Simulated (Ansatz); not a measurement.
SbPt:

```
Pt Sb
1.0
     4.12000    0.00000    0.00000
    -2.06000    3.56802    0.00000
     0.00000    0.00000    5.47000
Pt Sb
2 2
Direct
  0.00000 0.00000 0.50000
  0.00000 0.00000 0.00000
  0.66667 0.33333 0.75000
  0.33333 0.66667 0.25000
```

Base run:

```yaml
Program: Ansatz 0.2.0
Functional: PBEsol
Potentials_or_basis: Ansatz PAW
Cutoff: "420 eV (not typed: the program's choice for these potentials)"
k_mesh: 8 × 8 × 5
Occupations: fermi-dirac, width 0.05 eV
Spin: no spin polarisation
Hubbard_terms: Pt d U = 8 eV
```

Its results: band gap on the k mesh none (metal or under the smearing width); pressure 5.3 GPa.

**Question.** After a change of settings the same cell gave: band gap on the k mesh none (metal or under the smearing width); pressure 4.6 GPa. Which change was it?
A. hubbard terms from Pt d U = 8 eV to Pt d U = 6 eV
B. hubbard terms from Pt d U = 8 eV to none; hubbard projectors from ortho-atomic (the default) to none
C. hubbard terms from Pt d U = 8 eV to Pt d U = 1 eV

**Answer.** A.

Caveats: U without spin polarisation on a metal has little footing; the PAW data sets come from PBE, with cores solved anew for the run's functional, which leaves a small shift of forces and pressure; the U is typed as a test and isn't derived for this compound; the density of states is complete only up to the lowest level of the last band computed.
